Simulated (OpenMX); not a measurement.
## C in OpenMX: convergence with criterion

Input of the first run (criterion 1.0e-3); the others differ in this setting and in those tied to it:

File C.dat:

```
System.CurrrentDirectory             ./
System.Name                          C
DATA.PATH                            ./DFT_DATA13
level.of.stdout                      1
level.of.fileout                     0
Species.Number                       1
<Definition.of.Atomic.Species
  C   C6.0-s2p2              C_PBE13
Definition.of.Atomic.Species>

Atoms.Number                         2
Atoms.SpeciesAndCoordinates.Unit     AU
<Atoms.SpeciesAndCoordinates
    1  C     5.0166990262    5.0058574760    5.1904940971   2.000  2.000
    2  C     3.3601155497    3.3641057255    3.3453916664   2.000  2.000
Atoms.SpeciesAndCoordinates>

Atoms.UnitVectors.Unit               AU
<Atoms.UnitVectors
     0.0000000000    3.3700808789    3.3700808789
     3.3700808789    0.0000000000    3.3700808789
     3.3700808789    3.3700808789    0.0000000000
Atoms.UnitVectors>

scf.XcType                           GGA-PBE
scf.SpinPolarization                 off
scf.ElectronicTemperature            580.226
scf.energycutoff                     300.0
scf.maxIter                          100
scf.EigenvalueSolver                 band
scf.Kgrid                            9 9 9
scf.Mixing.Type                      rmm-diisk
scf.Init.Mixing.Weight               0.05
scf.Min.Mixing.Weight                0.001
scf.Max.Mixing.Weight                0.3
scf.Mixing.History                   25
scf.Mixing.StartPulay                8
scf.criterion                        1.0e-3
scf.stress.tensor                    on
MD.Type                              nomd
```

Potentials or basis: OpenMX 2013 PBE set, C6.0-s2p2, grid cutoff 300 Ry.

The run is started by

```sh
$ openmx C.dat -nt 1 > C.std
```

The cell isn't the ideal one: atoms moved at random, drawn with an rms of 0.05 Å.

This isn't the form of C at room conditions, which is graphite.

Hardware: 1 thread of AMD EPYC 7R43 64-Core Processor (Zen 3), on a shared host.

| criterion | energy less the tightest run, at zero smearing (meV/atom) | SCF cycles | CPU time (s) | peak memory (GiB) |
| --- | --- | --- | --- | --- |
| 1.0e-3 | 0.00 | 11 | 48 | 0.24 |
| 1.0e-4 | 0.00 | 11 | 47 | 0.24 |
| 1.0e-5 | 0.00 | 11 | 53 | 0.24 |
| 1.0e-6 | 0.00 | 12 | 51 | 0.24 |
| 1.0e-7 | 0.00 | 14 | 50 | 0.24 |
| 1.0e-8 | 0.00 | 14 | 55 | 0.24 |
| 1.0e-9 | 0.00 | 15 | 51 | 0.24 |
| 1.0e-10 | 0.00 | 16 | 55 | 0.24 |

Against the tightest run, the energy stays within 1 meV/atom from 1.0e-3 on. The tightest run that finished is the yardstick and may itself not be fully converged.

Caveat, for the tightest run too: an odd mesh through Γ misses points on the zone boundary, where band edges often lie; the basis of atomic orbitals isn't converged, which shifts pressures, moduli and gaps.
